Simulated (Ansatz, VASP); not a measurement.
## Fe in VASP and in Ansatz

```xyz
2
Lattice="0.0000 2.7853 0.0000 2.7853 0.0000 0.0000 2.7853 2.7853 -2.7853" Properties=species:S:1:pos:R:3 pbc="T T T"
Fe    0.0000    0.0000    0.0000
Fe    1.3926    1.3926   -1.3926
```

Alike in both runs: task single point; functional PBEsol; k mesh 20 × 20 × 10; occupations gaussian, width 0.05 eV; collinear spin.

|  | VASP | Ansatz |
| --- | --- | --- |
| version | VASP 6.6.1 | Ansatz 0.2.0 |
| potentials or method | VASP PAW PBE potentials, release 64 (Fe) | scalar-relativistic, plane waves, PAW |
| plane-wave cutoff (eV) | 520 | 420 |
| valence electrons in the cell | 16 | 32 |

|  | VASP | Ansatz | Ansatz less VASP |
| --- | --- | --- | --- |
| pressure (GPa) | -9.1 | 0.0 | +9.07 |
| net moment per atom (μB) | 0.00 | 2.08 | +2.076 |
| size of the moment on the site where the two differ most (μB) | 1.24 | 2.10 | +0.864 |

The net moments differ so much that the two runs ended in different magnetic states, which moves the other rows too. Site moments also hang on the region over which each program counts them. The two sets of potentials don't hold the same shells in valence. Ansatz warned: «look_outside_group».

Caveats: the PAW data sets were made with another functional, which shifts forces and pressure a little (VASP).
